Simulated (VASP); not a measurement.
# AlGa3N2 in VASP: a series of runs, part 3 of 3

VASP 6.6.1.

## (5) Relaxation of cell and atoms, PBE

This run uses another cell than the first one, of 14.70 Å³/atom, 1.018 times its volume.

Contents of INCAR:

```
SYSTEM = AlGa3N2
ALGO     = Fast           ! electronic algorithm
EDIFF    = 1E-4           ! SCF threshold, eV
EDIFFG   = -0.08          ! ionic threshold
ENCUT    = 520            ! plane-wave cutoff, eV
GGA      = PE             ! functional
IBRION   = 2              ! ionic algorithm
ISIF     = 3              ! what is computed and relaxed
ISMEAR   = 0              ! smearing method
KPAR     = 2            
LASPH    = .TRUE.         ! aspherical terms in the spheres
LCHARG   = .FALSE.        ! write CHGCAR
LREAL    = .FALSE.        ! projectors in reciprocal space
LWAVE    = .FALSE.        ! write WAVECAR
NELM     = 60             ! most SCF steps
NSW      = 24             ! ionic steps
PREC     = Normal         ! precision mode
SIGMA    = 0.15           ! smearing width, eV
```

Contents of KPOINTS:

```
k-points
0
G
  5 5 2
  0 0 0
```

Contents of POSCAR:

```
AlGa3N2
1.0
    3.1000000000      0.0000000000      0.0000000000
   -1.5500000000      2.6846787500      0.0000000000
    0.0000000000      0.0000000000     10.6000000000
Al Ga N
1 3 2
Direct
    0.0000000000      0.0000000000      0.0000000000
    0.6666666700      0.3333333300      0.7150000000
    0.3333333300      0.6666666700      0.2850000000
    0.0000000000      0.0000000000      0.5000000000
    0.6666666700      0.3333333300      0.9000000000
    0.3333333300      0.6666666700      0.1000000000
```

Potentials or basis: VASP PAW PBE potentials, release 64 (Al, Ga_d, N).

Launch:

```console
$ cat potpaw_PBE.64/Al/POTCAR potpaw_PBE.64/Ga_d/POTCAR potpaw_PBE.64/N/POTCAR > POTCAR
$ mpirun -np 2 vasp_std > vasp.out
```

OUTCAR:

```text
SYSTEM = AlGa3N2
   EDIFF = 1E-4
   EDIFFG = -0.08
   ENCUT = 520
   GGA = PE
   IBRION = 2
   ISIF = 3
   ISMEAR = 0
   LASPH = .TRUE.
   LREAL = .FALSE.
   NELM = 60
   NSW = 24
   PREC = Normal

 ion  position               nearest neighbor table
   1  0.000  0.000  0.000-   5 2.08   6 2.08   6 2.08   5 2.08   5 2.08   6 2.08
   2  0.667  0.333  0.715-   5 1.96   4 2.90   4 2.90   4 2.90
   3  0.333  0.667  0.285-   6 1.96   4 2.90   4 2.90   4 2.90
   4  0.000  0.000  0.500-   2 2.90   3 2.90   3 2.90   2 2.90   2 2.90   3 2.90
   5  0.667  0.333  0.900-   2 1.96   1 2.08   1 2.08   1 2.08
   6  0.333  0.667  0.100-   3 1.96   1 2.08   1 2.08   1 2.08

  LATTYP: Found a hexagonal cell.
 ALAT       =     3.1000000000
 C/A-ratio  =     3.4193548387

  Lattice vectors:

 A1 = (   3.1000000000,   0.0000000000,   0.0000000000)
 A2 = (  -1.5500000000,   2.6846787500,   0.0000000000)
 A3 = (   0.0000000000,   0.0000000000,  10.6000000000)

Analysis of symmetry for initial positions (statically):
=====================================================================
 Subroutine PRICEL returns:
 Original cell was already a primitive cell.

 Routine SETGRP: Setting up the symmetry group for a
 hexagonal supercell.

 Subroutine GETGRP returns: Found 12 space group operations
 (whereof 12 operations were pure point group operations)
 out of a pool of 24 trial point group operations.

The static configuration has the point symmetry D_3d.

Analysis of symmetry for dynamics (positions and initial velocities):
=====================================================================
 Subroutine PRICEL returns:
 Original cell was already a primitive cell.

 Routine SETGRP: Setting up the symmetry group for a
 hexagonal supercell.

 Subroutine GETGRP returns: Found 12 space group operations
 (whereof 12 operations were pure point group operations)
 out of a pool of 24 trial point group operations.

The dynamic configuration has the point symmetry D_3d.

 Subroutine INISYM returns: Found 12 space group operations
 (whereof 12 operations are pure point group operations),
[... 101 lines left out ...]
   NUPDOWN=      -1.0000    fix difference up-down
   EMIN   =  10.00;   EMAX   =-10.00  energy-range for DOS
   EFERMI =   0.00;   METHOD = LEGACY
   ISMEAR =     0;   SIGMA  =   0.15  broadening in eV -4-tet -1-fermi 0-gaus
   EFERMI_NEDOS =   21; number of points for ismear=-14 and -15
   IALGO  =     68    algorithm
   IMIX   =      4    mixing-type and parameters
     AMIX     =   0.40;   BMIX     =  1.00
     AMIX_MAG =   1.60;   BMIX_MAG =  1.00
  volume/ion in A,a.u.               =      14.70        99.22
  Fermi-wavevector in a.u.,A,eV,Ry     =   1.372638  2.593910 25.635210  1.884135
  Thomas-Fermi vector in A             =   2.498227
   LORBIT       =      0    0 simple, 1 ext, 2 COOP (PROOUT), +10 PAW based schemes
   GGA     = PE    functional components
   LHFCALC =     F    Hartree Fock is set to
   AEXX    =    0.0000 exact exchange contribution
   IVDW    =     0    specifies the selected vdW correction
   LEPSILON=     F    determine dielectric tensor
   LRPA    =     F    only Hartree local field effects (RPA)
 conjugate gradient relaxation of ions
 non-spin polarized calculation
 RMM-DIIS sequential band-by-band and
 Gauss-broadening in eV      SIGMA  =   0.15
  energy-cutoff  :      520.00
  volume of cell :       88.22
 maximum number of plane-waves:      2390
   NGX = 11   NGY = 11   NGZ = 39

--------------------------------------- Ionic step        1  -------------------------------------------

 number of electron      51.9999863 magnetization

 Free energy of the ion-electron system (eV)
  ---------------------------------------------------
  ext. energy  EPLUGINS =         0.00000000
  ---------------------------------------------------
  free energy    TOTEN  =       -29.32209728 eV

  energy without entropy =      -29.26078082  energy(sigma->0) =      -29.29143905

------------------------ aborting loop because EDIFF is reached ----------------------------------------

  FORCE on cell =-STRESS in cart. coord.  units (eV):
  Direction    XX          YY          ZZ          XY          YZ          ZX
  --------------------------------------------------------------------------------------
  -------------------------------------------------------------------------------------
  Total       -2.4404091     -2.4404091     -7.1736931     -0.0000000      0.0000000     -0.0000000
  in kB      -44.3213858    -44.3213857   -130.2847226     -0.0000000      0.0000000     -0.0000000
  external PRESSURE =     -72.9758314 kB  Pullay stress =       0.0000000 kB
[... 307 lines left out ...]
--------------------------------------- Ionic step        9  -------------------------------------------

 number of electron      51.9999905 magnetization

 Free energy of the ion-electron system (eV)
  ---------------------------------------------------
  ext. energy  EPLUGINS =         0.00000000
  ---------------------------------------------------
  free energy    TOTEN  =       -29.65072109 eV

  energy without entropy =      -29.59571951  energy(sigma->0) =      -29.62322030

 E-fermi :   5.7172     XC(G=0): -11.0622

 val. band max:        5.7132975038   @ k =   0.4000   0.0000   0.5000
 cond. band min:       5.7177698704   @ k =   0.2000   0.2000   0.0000
 fundamental gap:      0.0044723666
 Fermi energy:         5.7171989691

 k-point     1 :       0.0000    0.0000    0.0000
  band No.  band energies     occupation
      1     -10.4183      2.00000
      2      -9.6994      2.00000
      3      -9.6011      2.00000
      4      -9.6011      2.00000
      5      -9.5830      2.00000
      6      -9.4884      2.00000
[... 362 lines left out ...]
  FREE ENERGIE OF THE ION-ELECTRON SYSTEM (eV)
  ---------------------------------------------------
  free  energy   TOTEN  =       -29.6507210925 eV

  energy  without entropy=      -29.5957195125  energy(sigma->0) =      -29.62322030

 reached required accuracy - stopping structural energy minimisation
```

OSZICAR:

```text
N       E                     dE             d eps       ncg     rms          rms(c)
DAV:   1     0.447866778001E+03    0.44787E+03   -0.24820E+04   634   0.278E+03
DAV:   2     0.412102200329E+02   -0.40666E+03   -0.39561E+03   666   0.606E+02
DAV:   3    -0.307254417551E+02   -0.71936E+02   -0.70256E+02   711   0.178E+02
[... 76 lines left out ...]
RMM:   4    -0.296528098339E+02    0.22978E-01   -0.20577E-02   700   0.131E+00    0.248E-01
RMM:   5    -0.296510094512E+02    0.18004E-02   -0.78113E-03   867   0.624E-01    0.119E-01
RMM:   6    -0.296508450826E+02    0.16437E-03   -0.95583E-04   679   0.252E-01    0.803E-02
RMM:   7    -0.296507251982E+02    0.11988E-03   -0.84884E-04   501   0.180E-01    0.221E-02
RMM:   8    -0.296507210925E+02    0.41057E-05   -0.12475E-04   374   0.107E-01
   9 F= -.29650721E+02 E0= -.29623220E+02  d E =-.376203E-02
```

CONTCAR:

```text
AlGa3N2
   1.00000000000000
     3.1096966851389096   -0.0000000000000000   -0.0000000000000000
    -1.5548483425694548    2.6930763256481138    0.0000000000000000
    -0.0000000000000000    0.0000000000000000   10.0890859194524261
  Al              Ga              N
     1     3     2
Direct
     0.0000000000000000    0.0000000000000000    0.0000000000000000
     0.6666666699999979    0.3333333300000021    0.7228422018192303
     0.3333333300000021    0.6666666699999979    0.2771577981807697
     0.0000000000000000    0.0000000000000000    0.5000000000000000
     0.6666666699999979    0.3333333300000021    0.9034321029300976
     0.3333333300000021    0.6666666699999979    0.0965678970699025

  0.00000000E+00  0.00000000E+00  0.00000000E+00
  0.00000000E+00  0.00000000E+00  0.00000000E+00
  0.00000000E+00  0.00000000E+00  0.00000000E+00
  0.00000000E+00  0.00000000E+00  0.00000000E+00
  0.00000000E+00  0.00000000E+00  0.00000000E+00
  0.00000000E+00  0.00000000E+00  0.00000000E+00
```

It took 50 s on 2 MPI ranks of Intel Xeon Platinum 8488C (Sapphire Rapids), shared host; peak memory 0.15 GiB.

Results:

* Free energy: -29.6507 eV
* Relaxed volume: 14.08 Å³/atom
* Relaxed cell: a = 3.110 Å, b = 3.110 Å, c = 10.089 Å, α = 90.00°, β = 90.00°, γ = 120.00°
* Space group after relaxing (to 0.05 Å): P-3m1 (No. 164)
* Energy gained by relaxing: 54.8 meV/atom
* Ionic steps: 9
* Pressure after relaxing: -0.2 GPa
* Largest force after relaxing: 0.034 eV/Å
* Band gap on the k mesh: none (metal or under the smearing width)

Forces on the atoms (eV/Å):
```
Al   0.000  0.000  0.000
Ga   0.000  0.000 -0.034
Ga   0.000  0.000  0.034
Ga   0.000  0.000  0.000
N    0.000  0.000  0.019
N    0.000  0.000 -0.019
```

The path:
```tsv
step	energy change (eV)	largest force (eV/Å)	pressure (GPa)	volume (Å³)
1	0.0000	1.5766	-7.30	88.22
2	-0.2257	1.1994	5.34	79.90
3	-0.2943	0.5211	1.03	82.34
4	-0.2939	0.5027	-0.01	82.45
5	-0.3135	0.2140	0.43	82.56
6	-0.3159	0.2502	0.48	82.60
7	-0.3247	0.0694	1.11	83.14
8	-0.3249	0.1025	0.88	83.21
9	-0.3286	0.0341	-0.24	84.49
```

Final structure:
```cif
data_structure
_symmetry_space_group_name_H-M 'P 1'
_symmetry_Int_Tables_number 1
_cell_length_a 3.1097
_cell_length_b 3.1097
_cell_length_c 10.0891
_cell_angle_alpha 90.000
_cell_angle_beta 90.000
_cell_angle_gamma 120.000
_cell_volume 84.49
loop_
_atom_site_label
_atom_site_type_symbol
_atom_site_fract_x
_atom_site_fract_y
_atom_site_fract_z
_atom_site_occupancy
Al1 Al 0.00000 0.00000 0.00000 1
Ga1 Ga 0.66667 0.33333 0.72284 1
Ga2 Ga 0.33333 0.66667 0.27716 1
Ga3 Ga 0.00000 0.00000 0.50000 1
N1 N 0.66667 0.33333 0.90343 1
N2 N 0.33333 0.66667 0.09657 1
```

Caveat: the k mesh is coarse (spacing up to 0.47 Å⁻¹), so the values aren't converged; the relaxation stopped at a loose force limit of 0.08 eV/Å, so its end isn't a converged minimum.

## (6) Overview

| k mesh | gap on the mesh (eV) | pressure (GPa) | relaxed volume (Å³/atom) | largest force (eV/Å) |
| --- | --- | --- | --- | --- |
| 3 × 3 × 4 | none | 0.2 | 13.60 | - |
| 5 × 5 × 2 | none | -0.2 | 14.08 | 0.03 |
| 4 × 4 × 3 | none | 0.2 | 16.41 | 0.04 |

Alike in all rows: task relaxation of cell and atoms; level PBE; potentials or basis VASP PAW PBE potentials, release 64 (Al, Ga_d, N); no spin polarisation; cell relaxed; cutoff (eV) 520; smearing gaussian 0.15 eV; the mesh is coarse, so values aren't converged.

Caveats: all runs use coarse meshes; the relaxation stopped at a loose force limit of 0.08 eV/Å, so its end isn't a converged minimum; this functional lacks dispersion, which binds the layers, so the pressure and a relaxed spacing across them are unreliable (some runs).

Absolute energies hang on the potentials; compare differences alone.
